Question: Silicon pressed by its own functional – can I guess the number by hand?

I look after stress simulations for silicon channels and was given these results for the bulk crystal. The atoms and the cell are the same in every row and only the functional changes, yet the pressures do not even agree in sign.

VASP 6.6.1, hybrid-functional DFT without spin polarisation or dispersion correction, for diamond-structure Si in a fixed 2-atom cell (cubic edge 5.444 Å). PBE PAW potentials, 520 eV cutoff, 4 × 4 × 4 k mesh, Fermi-Dirac smearing of 0.05 eV. HSE(alpha, omega) stands for 5 % exact exchange with a screening of 0.2 Å⁻¹; pressure is positive in compression.

```
       functional  pressure (GPa)
HSE(alpha, omega)           1.490
            HSE06           0.020
            TPSSh           0.360
          r2SCAN0          -0.980
          r2SCANh          -0.150
```

What decides the value? Is there a rule that I could work out on paper before the next job, and how wrong would it be?

Answer:

Think of a spring held at a fixed length. Each functional has its own idea of how large a silicon crystal should be at rest, and here all of them are held in one common cell. A positive pressure means that the crystal pushes outward and would like a larger cell; a negative one means that it would like to shrink. The pressure therefore measures the distance between this cell and the functional's own resting size, and a value near zero is no mark of quality.

Start from the limit of a functional without exact exchange. Such a functional is called semilocal: it works out the exchange energy from the electron density and its variation near each point. The row HSE(alpha, omega) comes close to this limit, because only 5 % of its short-range exchange is exact and the rest is that of PBE. It gives 1.49 GPa, so the crystal pushes outward, in line with the well-known habit of PBE to make solids slightly too large.

Now keep the PBE base and raise the exact part. HSE06 does this: it has the same form and the same screening, but 25 % exact exchange, and its pressure is practically zero. This is the cleanest comparison in the table, and it gives a fall of about 0.7 GPa for every 10 percentage points. More exact exchange makes the crystal want to be smaller.

One reason is well understood, though these numbers do not isolate it. PBE lowers the exchange energy wherever the density changes quickly compared with its own size. When a crystal expands, the density between the atoms thins out and its relative variation grows, so PBE rewards the expansion, and in solids it rewards it too much. Exact exchange is calculated from the orbitals and does not rely on this approximate gradient term, so mixing it in weakens the excess reward.

The second thing to vary is the semilocal base. HSE06 and r2SCAN0 both contain 25 % exact exchange, yet r2SCAN0 lies 1.0 GPa lower. TPSSh and r2SCANh both contain 10 %, and again the r2SCAN-based functional is lower, by 0.5 GPa. The fraction of exact exchange alone therefore does not fix the pressure; one must also ask what it was mixed into.

Theory offers a reason for the lower start of r2SCAN. Besides the density and its slope, r2SCAN uses the kinetic energy density of the electrons, which helps it to tell a covalent bond from a slowly varying electron gas. It can treat the two differently, where PBE must find one compromise for both, and is therefore expected to avoid part of the excess reward that PBE gives to expansion. TPSS uses the same kind of information but builds it in differently, so it needs a starting point of its own.

The rule follows from the way in which a hybrid is made. Its energy is a weighted mean of two limits, and pressure is the fall of energy with growing volume, so the pressure is nearly a weighted mean too:

P(f) ≈ (1 − f) · P₀ + f · P₁

Here f is the fraction of exact exchange. P₀ is the pressure of the semilocal base, and P₁ is the pressure when all the exchange that the hybrid is allowed to replace has become exact, with the correlation part left as it was. The relation is only approximate, because the electron density adjusts as f changes.

The two limits explain why a modest fraction does so much. If exact exchange merely diluted the outward push of PBE, a quarter of it would remove a quarter of the pressure. In fact HSE06 has lost nearly all of it. In this picture P₁ must then be strongly negative: short-range exact exchange, together with the parts of PBE that stay in place, pulls the crystal inward, and a hybrid balances that pull against the push of the base.

For use on paper, write p for the percentage of exact exchange and S for the shift that belongs to the base:

pressure in GPa ≈ 1.8 − 0.07 · p − S

S = 0 for PBE, S = 1.1 for r2SCAN

The three constants come from a least-squares fit to four rows, all except TPSSh, which is the only row with its base. The first two are simply rounded; the fit puts S at 1.15, and of the two one-decimal values beside it, 1.1 leaves the slightly smaller largest miss. The first is the outward push of PBE without exact exchange, reached by extending the line a little below the lowest fraction in the table. The second is the price of each percentage point, and the third is the lower start of the r2SCAN rows.

Take HSE06 first. Its base is PBE, so the estimate starts at 1.8 GPa and S is zero. Its 25 % of exact exchange take away 25 · 0.07 = 1.75 GPa:

1.8 − 1.75 − 0 = 0.05 GPa

The calculation gave 0.02 GPa. In words, the push of PBE and the pull of exact exchange happen to balance in this particular cell.

Now take r2SCAN0. The exchange fraction is the same, so the first two terms are the same, and only the base differs:

1.8 − 1.75 − 1.1 = −1.05 GPa

The calculation gave −0.98 GPa. This base starts with a much weaker outward push, so the same amount of exact exchange carries it well past the balance, and the crystal wants to shrink.

Both worked rows were part of the fit, so their good agreement shows that the rule sums up the table, not that it predicts. Over the four fitted rows the largest miss is 0.15 GPa, but three constants for four values leave little room to fail. A harder test takes the slope from the PBE pair and uses it to go from r2SCANh to r2SCAN0. That gives −1.25 GPa, which is about 0.3 GPa too low; the reverse test, with the slope of the r2SCAN pair used to reach HSE06, misses by about 0.4 GPa. For a functional built on one of these two bases, with exact exchange of the same kind as in its rows (screened for PBE, full-range for r2SCAN), I would therefore trust the rule to a few tenths of a GPa.

These misses have a plain origin: the two pairs do not have the same slope. Ten points of exact exchange lower the pressure by about 0.7 GPa on the PBE base and by about 0.6 GPa on the r2SCAN base. Theory allows this, since the two limits depend on the base and on whether the exact exchange is screened or full-range. Part of the difference may also be technical, because the two r2SCAN rows differ in how the long-range singularity of exchange is treated and in the precision of the exchange grid.

TPSSh shows where the rule stops. Treated as if its base were PBE, it comes out at 1.1 GPa; with the shift of r2SCAN it comes out at zero. The calculated 0.36 GPa lies between the two. A new base needs at least one calculated value of its own before the rule can be used, and with a single TPSS-based row there is nothing left to test such a shift on.

The shift S should not be read as a pure property of r2SCAN. The PBE-based rows use exact exchange only at short range, whereas the r2SCAN-based rows use it at all distances. Without any exact exchange this difference would vanish, but the rule forces one slope on both bases, so S also takes up part of it. TPSSh and r2SCANh do share the full range and the fraction, and their difference points to the base itself, although the precision of their exchange grids is not the same. All rows also use atomic potentials made for PBE, which treats the core less consistently for the other bases.

The mesh of k points sets a further limit. It is coarse, no denser one is available for comparison, and full-range exchange is known to converge slowly with it. The order of HSE06 and r2SCANh, which are less than 0.2 GPa apart, should therefore not be relied on. The distance between the 5 % row and r2SCAN0, about 2.5 GPa, is so large that it is not expected to vanish on a denser mesh.

The coarse mesh may also shift all the pressures together, and such a shift would sit in the starting value of 1.8 GPa. That value belongs to this cell as well. For small changes, the pressure and the change Δa of the cell edge a towards the resting size are linked by the bulk modulus B, the stiffness of the crystal against uniform compression:

Δa / a ≈ P / (3B)

With a rough recalled value of 100 GPa for B and an edge of 5.44 Å, a pressure of 1 GPa corresponds to 5.44 / 300 ≈ 0.018 Å. Had the common cell been larger by that much, every pressure would have come out about 1 GPa lower. In the rule this changes the first constant and leaves the other two nearly as they are.

The same relation shows how small the disagreement is in terms of length. The nearly pure PBE row would like an edge about 0.03 Å longer, and r2SCAN0 one about 0.02 Å shorter. Silicon is stiff, so differences well below one per cent of the edge appear as pressures of a GPa or more.

For your channels this matters directly, because deliberate strain in silicon devices produces stresses of roughly 1 GPa. A functional held in a borrowed cell can add an offset just as large, equal in all directions, before any strain has been applied. Relax the cell with the same functional and settings first, and then apply the strain. If the cell has to stay fixed, calculate the unstrained crystal as well and subtract its pressure, which is sound as long as the strains are small.

Keep to what the rows cover: screened exact exchange of 5 to 25 % on the PBE base, and full-range exact exchange of 10 to 25 % on the r2SCAN base. Each base has only two points here, so the table cannot show whether the fall is really a straight line; that rests on the mixing argument. Within that range, the estimate takes two questions: which base is it, and how much of its exchange is exact?
